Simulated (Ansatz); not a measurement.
# Structural relaxation of random fluorite-type (Ti, Ce, Zr, Sn, Hf)O2 solid solution (96 atoms), part 2 of 3

Aim: bring random fluorite-type (Ti, Ce, Zr, Sn, Hf)O2 solid solution (96 atoms) to a nearby minimum of the energy and see what moves.

Ansatz 0.2.0; Kohn-Sham DFT, LDA, PAW (set soft_2), plane waves.

The cell: 6 Ce, 64 O, 6 Hf, 8 Ti, 6 Sn and 6 Zr. The host structure and its lattice constant were typed by rule, without a check against the phase diagram. The main run has no spin polarisation. The Brillouin zone is sampled at Γ only, in a cell whose shortest periodic width is 10 Å. No spin–orbit coupling is included.

So far. Step 2 (Single point at the start): The r.m.s. force component of 0.84 eV/Å and the pressure of -6.1 GPa set the starting point.

## Step 3: Relaxation

With the cell held, the atoms are moved downhill towards a nearby minimum.

The input, input.yaml:

```yaml
crystal:
  lattice:
    - [10.18, 0.0, 0.0]
    - [0.0, 10.18, 0.0]
    - [0.0, 0.0, 10.18]
  atoms:
    [... the 96 atom lines of step 2 ...]
kpoints:
  mp_grid: { grid: [1, 1, 1] }
hamiltonian:
  xc: lda
scf:
  occupations: { method: fixed }
output:
  forces: true
relax:
  f_tol: 0.03
  max_steps: 200
```

Launch:

```sh
> ansatz run input.yaml --threads 4 --pin off --max-ram 8192MiB --backend cpu --events-out ev --progress --plain --runs-dir out
```

Numbers of over 12 decimals in the logs are rounded to 6 here.

The program printed:

```text
[...]
Crystal: 96 atoms, lattice volume = 1054.978 Å³
Basis set: ecut = 420 eV, 20479 PW (Γ)
Bands: 528, of which v1, the nominal top of the filled ones, is band 432 counted from 1 (431 counted from 0)
Symmetry: 1 space group operations
[...]
k-points: 1
[...]
SCF iter   1: F=—  HF=-246239.143770 eV  |F-HF|=—  |Δ(HF+E_count)|=         —  Δρ=2.02e-2  dr2=4.20e0  ethr=1.77e-3  ⟨swp⟩=4.0  Hψ=1541  notcnv=0  defer=88
[...]
SCF iter   9: F=-246238.381662 eV  HF=-246238.381673 eV  |F-HF|=1.10e-5  |Δ(HF+E_count)|=   1.24e-5  Δρ=3.65e-5  dr2=1.61e-5  ethr=2.60e-9  ⟨swp⟩=5.0  Hψ=2231  notcnv=0
SCF 1 converged in 9 iterations: F = -246238.381662 eV  dr2 = 1.61e-5
[...]
relax step   1: F+E_penalty+E_count = -246238.38166196 eV  Δ(F+E_penalty+E_count) = +0.000e0 eV  max|allowed force component| = 2.532e0 eV/Å  Δτ_max = 0.0000 Å  (9 SCF iters, dr2 threshold 2.25e-5 eV, accepted)
[...]
relax step   2: F+E_penalty+E_count = -246244.18899385 eV  Δ(F+E_penalty+E_count) = -5.807e0 eV  max|allowed force component| = 5.302e-1 eV/Å  Δτ_max = 0.1949 Å  (9 SCF iters, dr2 threshold 1.00e-4 eV, accepted)
[...]
relax step   3: F+E_penalty+E_count = -246244.82827589 eV  Δ(F+E_penalty+E_count) = -6.393e-1 eV  max|allowed force component| = 1.233e0 eV/Å  Δτ_max = 0.2000 Å  (10 SCF iters, dr2 threshold 1.76e-5 eV, accepted)
relax step   4: F+E_penalty+E_count = -246248.37949209 eV  Δ(F+E_penalty+E_count) = -3.551e0 eV  max|allowed force component| = 1.462e0 eV/Å  Δτ_max = 0.2000 Å  (9 SCF iters, dr2 threshold 9.50e-5 eV, accepted)
relax step   5: F+E_penalty+E_count = -246250.07458370 eV  Δ(F+E_penalty+E_count) = -1.695e0 eV  max|allowed force component| = 1.058e0 eV/Å  Δτ_max = 0.0731 Å  (7 SCF iters, dr2 threshold 1.00e-4 eV, accepted)
relax step   6: F+E_penalty+E_count = -246253.06830281 eV  Δ(F+E_penalty+E_count) = -2.994e0 eV  max|allowed force component| = 7.209e-1 eV/Å  Δτ_max = 0.2000 Å  (8 SCF iters, dr2 threshold 1.00e-4 eV, accepted)
relax step   7: F+E_penalty+E_count = -246254.69370490 eV  Δ(F+E_penalty+E_count) = -1.625e0 eV  max|allowed force component| = 3.701e-1 eV/Å  Δτ_max = 0.2000 Å  (8 SCF iters, dr2 threshold 1.00e-4 eV, accepted)
relax step   8: F+E_penalty+E_count = -246255.12891925 eV  Δ(F+E_penalty+E_count) = -4.352e-1 eV  max|allowed force component| = 1.269e0 eV/Å  Δτ_max = 0.1938 Å  (9 SCF iters, dr2 threshold 3.61e-5 eV, accepted)
relax step   9: F+E_penalty+E_count = -246255.77456541 eV  Δ(F+E_penalty+E_count) = -6.456e-1 eV  max|allowed force component| = 4.541e-1 eV/Å  Δτ_max = 0.2000 Å  (7 SCF iters, dr2 threshold 1.00e-4 eV, accepted)
relax step  10: F+E_penalty+E_count = -246256.17556837 eV  Δ(F+E_penalty+E_count) = -4.010e-1 eV  max|allowed force component| = 7.076e-1 eV/Å  Δτ_max = 0.1932 Å  (9 SCF iters, dr2 threshold 2.64e-5 eV, accepted)
relax step  11: F+E_penalty+E_count = -246256.55261834 eV  Δ(F+E_penalty+E_count) = -3.770e-1 eV  max|allowed force component| = 4.563e-1 eV/Å  Δτ_max = 0.2000 Å  (8 SCF iters, dr2 threshold 6.41e-5 eV, accepted)
relax step  12: F+E_penalty+E_count = -246256.72580726 eV  Δ(F+E_penalty+E_count) = -1.732e-1 eV  max|allowed force component| = 3.753e-1 eV/Å  Δτ_max = 0.1949 Å  (8 SCF iters, dr2 threshold 8.66e-5 eV, accepted)
relax step  13: F+E_penalty+E_count = -246256.97932521 eV  Δ(F+E_penalty+E_count) = -2.535e-1 eV  max|allowed force component| = 4.372e-1 eV/Å  Δτ_max = 0.2000 Å  (9 SCF iters, dr2 threshold 5.86e-5 eV, accepted)
relax step  14: F+E_penalty+E_count = -246257.01728685 eV  Δ(F+E_penalty+E_count) = -3.796e-2 eV  max|allowed force component| = 2.733e-1 eV/Å  Δτ_max = 0.0367 Å  (6 SCF iters, dr2 threshold 1.00e-4 eV, accepted)
relax step  15: F+E_penalty+E_count = -246256.96157745 eV  Δ(F+E_penalty+E_count) = +5.571e-2 eV  max|allowed force component| = 2.715e-1 eV/Å  Δτ_max = 0.2000 Å  (9 SCF iters, dr2 threshold 2.92e-5 eV, rejected (line search))
relax step  16: F+E_penalty+E_count = -246257.03962688 eV  Δ(F+E_penalty+E_count) = -2.234e-2 eV  max|allowed force component| = 1.030e-1 eV/Å  Δτ_max = 0.0555 Å  (12 SCF iters, accepted)
relax step  17: F+E_penalty+E_count = -246257.03025830 eV  Δ(F+E_penalty+E_count) = +9.369e-3 eV  max|allowed force component| = 1.725e-1 eV/Å  Δτ_max = 0.1000 Å  (9 SCF iters, dr2 threshold 1.51e-6 eV, rejected (line search))
relax step  18: F+E_penalty+E_count = -246257.04565443 eV  Δ(F+E_penalty+E_count) = -6.028e-3 eV  max|allowed force component| = 7.201e-2 eV/Å  Δτ_max = 0.0241 Å  (10 SCF iters, accepted)
relax step  19: F+E_penalty+E_count = -246257.04637909 eV  Δ(F+E_penalty+E_count) = -7.247e-4 eV  max|allowed force component| = 4.036e-2 eV/Å  Δτ_max = 0.0500 Å  (9 SCF iters, accepted)
relax step  20: F+E_penalty+E_count = -246257.04709986 eV  Δ(F+E_penalty+E_count) = -7.208e-4 eV  max|allowed force component| = 5.383e-2 eV/Å  Δτ_max = 0.0346 Å  (9 SCF iters, accepted)
relax step  21: F+E_penalty+E_count = -246257.04797137 eV  Δ(F+E_penalty+E_count) = -8.715e-4 eV  max|allowed force component| = 2.187e-2 eV/Å  Δτ_max = 0.0118 Å  (7 SCF iters, dr2 threshold 9.10e-7 eV, accepted)
[...]
relax step  22: F+E_penalty+E_count = -246257.04797151 eV  Δ(F+E_penalty+E_count) = -1.392e-7 eV  max|allowed force component| = 2.189e-2 eV/Å  Δτ_max = 0.0000 Å  (4 SCF iters, accepted)
SCF converged after 4 iterations
Free energy (F): -246257.047972 eV
[...]
Internal energy: -246257.047972 eV  (E = F + TS)
E sigma→0 (E₀):  -246257.047972 eV
Fermi energy:    11.547500 eV
[...]
--- Forces (eV/Å), atoms counted from 1 ---
  atom   1  Ce    -0.00532208    -0.00140436    -0.01273431
  atom   2  O     -0.00120532    -0.00055814    -0.00175545
  atom   3  O     -0.00102703    -0.00745191     0.00135681
  atom   4  Hf     0.00796318    -0.00465648    -0.00235439
  atom   5  O      0.00171364    -0.00329656     0.00165559
  atom   6  O     -0.00369105     0.00066281    -0.00106977
  atom   7  Ti     0.00632672    -0.00406431     0.00976901
  atom   8  O      0.00024541     0.00030871    -0.00314019
  atom   9  O      0.00272931     0.00400385    -0.00114985
  atom  10  Hf    -0.00137617     0.00623219     0.00716515
  atom  11  O      0.00141529    -0.00559722    -0.00208948
  atom  12  O      0.00142364    -0.00241379    -0.00228564
  atom  13  Hf     0.00015658    -0.01129250     0.00538963
  atom  14  O     -0.00460134     0.00325451     0.00234230
[...]
atom  95  O      0.00368995     0.00338149    -0.00113699
  atom  96  O      0.00184129    -0.00085161    -0.00036435
  max |Σ_I F_I| component: 1.14e-4 eV/Å
--- Relaxed structure (22 steps of the walk, 20 accepted, 0 SCFs on fresh bases) ---
  F+E_penalty+E_count = -246257.04797151 eV   max|allowed force component| = 2.189e-2 eV/Å
  atoms:
    - { symbol: Ce, position: [1.005309, -0.009164, 0.000239511] }
    - { symbol: O, position: [0.103973, 0.164115, 0.092353] }
    - { symbol: O, position: [0.379022, 0.420723, 0.384670] }
    - { symbol: Hf, position: [1.002834, 0.248729, 0.242814] }
[...]
- { symbol: O, position: [0.636080, 0.616960, 0.879309] }
```

Elapsed: 8.3 min, on 4 threads of Arm Neoverse V1, shared host; peak memory 1.7 GiB; 31 min of CPU time.

Step by step:

```
step  energy less that of the first step (eV)  largest force component (eV/Å)
   1                                   0.0000                          2.5321
   2                                  -5.8073                          0.5302
   3                                  -6.4466                          1.2329
   4                                  -9.9978                          1.4618
   5                                 -11.6929                          1.0579
   6                                 -14.6866                          0.7209
   7                                 -16.3120                          0.3701
   8                                 -16.7473                          1.2692
   9                                 -17.3929                          0.4541
  10                                 -17.7939                          0.7076
  11                                 -18.1710                          0.4563
  12                                 -18.3441                          0.3753
  13                                 -18.5977                          0.4372
  14                                 -18.6356                          0.2733
  15                                 -18.5799                          0.2715
  16                                 -18.6580                          0.1030
  17                                 -18.6486                          0.1725
  18                                 -18.6640                          0.0720
  19                                 -18.6647                          0.0404
  20                                 -18.6654                          0.0538
  21                                 -18.6663                          0.0219
  22                                 -18.6663                          0.0219
```

Relaxation steps 15, 17 were tried and not accepted.

The atoms that moved most (Å):

```
atom      dx      dy      dz  length
 O23  -0.530  -0.682   0.367   0.938
  O8   0.314   0.489   0.707   0.915
 O47  -0.116  -0.596   0.652   0.891
  O5   0.474  -0.451  -0.587   0.879
 O27  -0.116   0.551   0.668   0.874
 O18   0.335  -0.564   0.558   0.861
 O39  -0.457   0.279   0.656   0.847
 O51   0.629   0.418  -0.080   0.760
```

The relaxation changed the energy by -194 meV/atom, and atoms moved by 0.46 Å r.m.s., 0.94 Å at most.

## Step 4: Structure statistics after relaxation

Bonds before and after, by the cutoffs listed below:

```
pair  bonds before  bonds after  mean before (Å)  mean after (Å)  spread before (Å)  spread after (Å)
O-Ti            64           47            2.204           1.982              0.028             0.147
O-Ce            48           48            2.207           2.312              0.030             0.106
O-Hf            48           46            2.203           2.173              0.030             0.161
O-Sn            48           37            2.205           2.081              0.030             0.086
O-Zr            48           48            2.202           2.210              0.031             0.145
```

Density 7.21 g/cm³, 10.99 Å³ an atom.

g(r), total and by pair (bins of 0.2 Å):

```
r (Å)  total   O-O  O-Ti  O-Ce  O-Hf  O-Sn  O-Zr
 1.70   0.09  0.00  0.78  0.00  0.00  0.00  0.00
 1.90   0.80  0.00  5.96  0.00  1.12  0.56  0.00
 2.10   2.15  0.00  2.46  1.86  6.33  7.95  6.40
 2.30   1.24  0.11  0.80  6.44  2.33  0.86  3.66
 2.50   1.41  2.54  0.00  1.59  0.91  0.17  0.70
 2.70   1.24  2.67  0.11  0.00  0.15  0.16  0.14
 2.90   0.80  1.42  0.88  0.00  0.12  0.79  0.00
 3.10   0.48  0.90  0.59  0.00  0.00  0.23  0.00
 3.30   0.58  0.84  0.07  0.00  0.10  0.10  0.00
 3.50   1.14  0.98  0.33  0.36  0.44  0.54  0.18
 3.70   1.08  0.73  0.89  0.72  0.48  0.64  0.71
 3.90   1.14  1.00  1.40  0.58  1.58  1.14  1.37
 4.10   1.33  0.95  2.39  2.02  1.82  1.88  1.75
 4.30   1.32  0.92  1.73  1.84  2.11  2.66  2.07
 4.50   1.14  0.86  1.23  2.48  1.83  1.36  1.79
 4.70   0.53  0.52  0.60  0.70  0.50  0.29  1.00
 4.90   0.69  0.92  0.58  0.05  0.37  0.77  0.50
 5.10   1.11  1.45  0.72  0.92  0.63  0.55  0.50
 5.30   0.97  1.11  1.02  0.86  1.01  1.00  0.77
 5.50   0.91  0.85  1.27  1.12  1.11  0.79  1.48
 5.70   1.00  1.04  1.09  1.37  1.14  1.27  0.88
 5.90   0.94  1.14  0.68  0.79  0.63  1.01  0.50
 6.10   1.13  1.34  0.66  0.32  0.73  0.67  0.68
 6.30   1.29  1.25  0.81  1.13  0.77  0.85  0.79
 6.50   1.06  0.94  1.15  1.06  1.03  1.13  1.48
 6.70   0.92  0.66  1.22  1.36  1.44  1.19  1.33
 6.90   0.80  0.72  0.81  1.10  0.97  1.13  0.82
 7.10   0.87  0.68  0.99  0.82  1.23  0.97  1.02
```

Bonds by pair of elements; cutoffs follow the first minimum of g(r), held within bounds set by covalent radii, and pairs that aren't listed don't count as bonded:

```
pair A-B  cutoff (Å)  bonds  mean length (Å)  spread (Å)  shortest (Å)  B about A  A about B
    O-Ti        2.64     47             1.98       0.147          1.77      0.734       5.88
    O-Ce        3.16     48             2.31       0.106          2.15       0.75          8
    O-Hf        2.83     46             2.17       0.161          1.97      0.719       7.67
    O-Sn        2.48     37             2.08       0.086          1.98      0.578       6.17
    O-Zr        2.82     48             2.21       0.145          2.04       0.75          8
```

How many atoms have how many bonded neighbours:

```
element  mean   3   4  5  6  7  8
     Ce     8   0   0  0  0  0  6
     Hf  7.67   0   0  0  0  2  4
      O  3.53  30  34  0  0  0  0
     Sn  6.17   0   0  0  5  1  0
     Ti  5.88   0   0  1  7  0  0
     Zr     8   0   0  0  0  0  6
```

Bond angles, per cent of each kind in bins of 5°:

```
angle (°)  O-Zr-O  O-Ce-O  O-Hf-O  O-Ti-O  O-Sn-O
    55–60     0.6     0.0     0.0     0.0     0.0
    60–65     2.4     1.2     1.9     0.0     0.0
    65–70    12.5    14.9    10.4     0.9     4.2
    70–75    17.9    22.0    20.1    10.4     9.4
    75–80     8.3     2.4     7.1    13.0    17.7
    80–85     2.4     2.4     2.6    13.9     6.2
    85–90     2.4     0.0     5.8     3.5     4.2
    90–95     4.2     3.0     2.6     7.0     7.3
   95–100     3.0     7.1     5.2     7.8     8.3
  100–105     5.9     6.6     4.5     7.8     6.2
  105–110     4.8     4.2     1.9     3.5    10.4
  110–115     3.0     7.7     3.9     7.8     3.1
  115–120     8.3     8.3     7.1     2.6     0.0
  120–125     3.6     3.6     5.2     0.9     2.1
  125–130     4.2     2.4     5.2     0.0     2.1
  130–135     2.4     0.0     1.3     1.7     1.0
  135–140     0.0     0.0     0.0     5.2     2.1
  140–145     0.0     0.0     0.6     0.9     2.1
  145–150     1.2     0.0     0.6     0.9     0.0
  150–155     0.6     0.0     0.6     0.0     0.0
  155–160     3.0     1.2     5.8     0.0     1.0
  160–165     5.4     4.2     3.9     2.6     3.1
  165–170     1.8     4.8     1.3     5.2     2.1
  170–175     2.4     4.2     1.9     4.3     5.2
  175–180     0.0     0.0     0.0     0.0     2.1
```

Bond angles (no mean is given where the spread exceeds 20°):

```
 angle  count  mean (°)  spread (°)
O-Zr-O    168         -           -
O-Ce-O    168         -           -
O-Hf-O    154         -           -
O-Ti-O    115         -           -
O-Sn-O     96         -           -
```

Bond length by coordination (bonds to H left out):

```
element  coordination  atoms  mean bond length (Å)
     Hf             7      2                  2.14
     Hf             8      4                  2.19
      O             3     30                  2.07
      O             4     34                  2.21
     Sn             6      5                  2.07
     Sn             7      1                  2.13
     Ti             5      1                  1.90
     Ti             6      7                  1.99
```

First main peaks of g(r), for some of the pairs, lie near 2.62 Å (O-O), 1.90 Å (O-Ti), 2.28 Å (O-Ce), 2.06 Å (O-Hf), 2.06 Å (O-Sn) and 2.16 Å (O-Zr). With the cutoffs above, all Ce atoms have 8, 67 % of Hf atoms have 8, 53 % of O atoms have 4 and 83 % of Sn atoms have 6 bonded neighbours.

(Continued in part 3 of 3.)

[Logs are printed without paths, hosts, clocks, repeated set-up lines and the standing remarks that a program may print on its own settings, such as how far it seeks lower states.]

[Hosts, paths, dates, database ids (printed as entryN), source tags and the programs' standing remarks are cut or masked in the printed files.]
